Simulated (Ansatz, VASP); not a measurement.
Given: the input of a run of VASP 6.6.1 on PbSe.

INCAR

```
ALGO     = Normal         # electronic algorithm
EDIFF    = 1E-7           # SCF threshold, eV
ENCUT    = 520            # plane-wave cutoff, eV
ISIF     = 2              # what is computed and relaxed
ISMEAR   = -1             # smearing method
LASPH    = T              # aspherical terms in the spheres
LCHARG   = F              # write CHGCAR
LREAL    = F              # projectors in reciprocal space
LWAVE    = F              # write WAVECAR
NBANDS   = 17             # bands
NELM     = 80             # most SCF steps
PREC     = Accurate       # precision mode
SIGMA    = 0.05           # smearing width, eV
```

Contents of KPOINTS:

```
k-points
0
Gamma
  7 7 7
```

POSCAR

```
PbSe
1.0
    3.8341214214      0.0000000000      0.0000000000
    0.0000000000      3.8341214214      0.0000000000
    0.0000000000      0.0000000000      3.8341214214
Pb Se
1 1
Direct
    0.0000000000      0.0000000000      0.0000000000
    0.5000000000      0.5000000000      0.5000000000
```

Potentials or basis: VASP PAW LDA potentials, release 64 (Pb_d, Se).

Launch:

```console
$ cat potpaw_LDA.64/Pb_d/POTCAR potpaw_LDA.64/Se/POTCAR > POTCAR
$ mpirun -np 1 vasp_std > vasp.out
```

Task: Translate it to Ansatz 0.2.0. Potentials there: all-electron LAPW, scalar-relativistic.

Result: As run (the cutoff follows the program's own potentials):

The input input.yaml:

```yaml
crystal:
  lattice:
    - [3.8341214214, 0.0, 0.0]
    - [0.0, 3.8341214214, 0.0]
    - [0.0, 0.0, 3.8341214214]
  atoms:
    - { symbol: Pb, position: [0.0, 0.0, 0.0] }
    - { symbol: Se, position: [0.5, 0.5, 0.5] }
kpoints:
  mp_grid: { grid: [7, 7, 7] }
scf:
  occupations: { method: fermi_dirac, width: 0.05 }
hamiltonian:
  xc: lda
  pseudopotentials: { kind: all_electron, lapw: { basis_error: 0.001 } }
output:
  forces: true
  stress: true
  eigenvalues: true
```

Potentials or basis: all-electron LAPW, scalar-relativistic.

Run with:

```sh
$ ansatz run input.yaml --threads 1 --pin off --max-ram 3072MiB --backend cpu --events-out ev --progress --plain --runs-dir out
```

Both were run:

|  | VASP | Ansatz | Ansatz less VASP |
| --- | --- | --- | --- |
| gap on the k mesh at the Fermi level (eV) | none | none | - |
| pressure (GPa) | -6.2 | -6.2 | -0.04 |

A gap of «none» marks a metal or a gap that the smearing closes. Ansatz ran all-electron here, so the differences hold the error of VASP's frozen core and of both bases.

Spin-orbit coupling is left out, which matters for the levels of Pb.
